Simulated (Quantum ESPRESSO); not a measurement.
## ZnS (Wurtzite-6H): band structure with LDA

**Experimental background.**

A printed reference work, monograph reports, for a bulk crystal of ZnS at 4 K: band gap 3.911 eV (direct).

Crystal: ZnS (Wurtzite-6H).

```
CELL_PARAMETERS angstrom
3.81200 0.00000 0.00000
-1.90600 3.30129 0.00000
0.00000 0.00000 18.68999
ATOMIC_POSITIONS crystal
Zn 0.33333 0.66667 0.83333
Zn 0.66667 0.33333 0.33333
Zn 0.66667 0.33333 0.66667
Zn 0.33333 0.66667 0.16667
Zn 0.00000 0.00000 0.50000
Zn 0.00000 0.00000 0.00000
S 0.33333 0.66667 0.95833
S 0.66667 0.33333 0.45833
S 0.66667 0.33333 0.79167
S 0.33333 0.66667 0.29167
S 0.00000 0.00000 0.62500
S 0.00000 0.00000 0.12500
```

```yaml
Program: Quantum ESPRESSO 7.5
Task: band structure
Functional: LDA
Potentials_or_basis: GBRV 1.5 LDA
Cutoff: 762 eV
Density_cutoff: 6095 eV
k_mesh: 8 × 8 × 2
Occupations: fermi-dirac, width 0.05 eV
Spin: no spin polarisation
Form_of_the_LDA_correlation: PZ81
Mixing_beta: 0.5
Most_SCF_iterations: 120
SCF_threshold: 2.4e-09 Ry
```

The pressure is -4.0 GPa and the largest force is 0.027 eV/Å. The band gap on the k mesh is 1.90 eV, direct and the band gap along the path is 1.90 eV, direct.

Forces in eV/Å, atoms in the order of the input:
```
Zn   0.000  0.000  0.002
Zn   0.000  0.000  0.002
Zn   0.000  0.000  0.012
Zn   0.000  0.000  0.012
Zn   0.000  0.000 -0.007
Zn   0.000  0.000 -0.007
S    0.000  0.000 -0.027
S    0.000  0.000 -0.027
S    0.000  0.000 -0.007
S    0.000  0.000 -0.007
S    0.000  0.000  0.027
S    0.000  0.000  0.027
```

Levels at the corners of the path, in eV from the valence-band top:
| point | band 74 | band 75 | band 76 | band 77 | band 78 | band 79 | band 80 | band 81 | band 82 | band 83 |
| --- | --- | --- | --- | --- | --- | --- | --- | --- | --- | --- |
| Γ | -0.25 | -0.25 | -0.02 | 0.00 | 0.00 | 1.90 | 2.99 | 3.04 | 3.11 | 3.15 |
| M | -1.53 | -1.29 | -1.28 | -1.12 | -0.89 | 3.22 | 3.35 | 3.39 | 3.66 | 3.83 |
| K | -2.07 | -1.94 | -1.57 | -1.52 | -1.52 | 4.22 | 4.22 | 4.23 | 5.18 | 5.28 |
| Γ | -0.25 | -0.25 | -0.02 | 0.00 | 0.00 | 1.90 | 2.99 | 3.04 | 3.11 | 3.15 |
| A | -0.48 | -0.07 | -0.07 | -0.07 | -0.07 | 2.41 | 2.41 | 3.05 | 3.05 | 3.31 |
| L | -1.64 | -1.24 | -1.24 | -1.00 | -1.00 | 3.14 | 3.14 | 3.64 | 3.64 | 3.94 |
| H | -1.94 | -1.74 | -1.74 | -1.58 | -1.58 | 4.48 | 4.48 | 4.57 | 4.57 | 4.68 |
| A | -0.48 | -0.07 | -0.07 | -0.07 | -0.07 | 2.41 | 2.41 | 3.05 | 3.05 | 3.31 |
| L | -1.64 | -1.24 | -1.24 | -1.00 | -1.00 | 3.14 | 3.14 | 3.64 | 3.64 | 3.94 |
| M | -1.53 | -1.29 | -1.28 | -1.12 | -0.89 | 3.22 | 3.35 | 3.39 | 3.66 | 3.83 |
| K | -2.07 | -1.94 | -1.57 | -1.52 | -1.52 | 4.22 | 4.22 | 4.23 | 5.18 | 5.28 |
| H | -1.94 | -1.74 | -1.74 | -1.58 | -1.58 | 4.48 | 4.48 | 4.57 | 4.57 | 4.68 |

Wall time 46 min on 2 MPI ranks on AMD EPYC (Zen 3), with other jobs on the host, peak memory 1.5 GiB a rank.

A measured gap of ZnS is 3.911 eV (direct; 4 K; a printed reference work, monograph); the calculated 1.90 eV misses it by -2.01 eV. So large a miss can be the level of theory's own, or it may mean another phase, state or a wrong row. The value is that of LDA, without temperature or zero-point motion. Semilocal functionals fall short of measured gaps as a rule.

Caveat: some levels on the path didn't converge; the cell's inner coordinates are idealised or old, which leaves forces on the atoms.
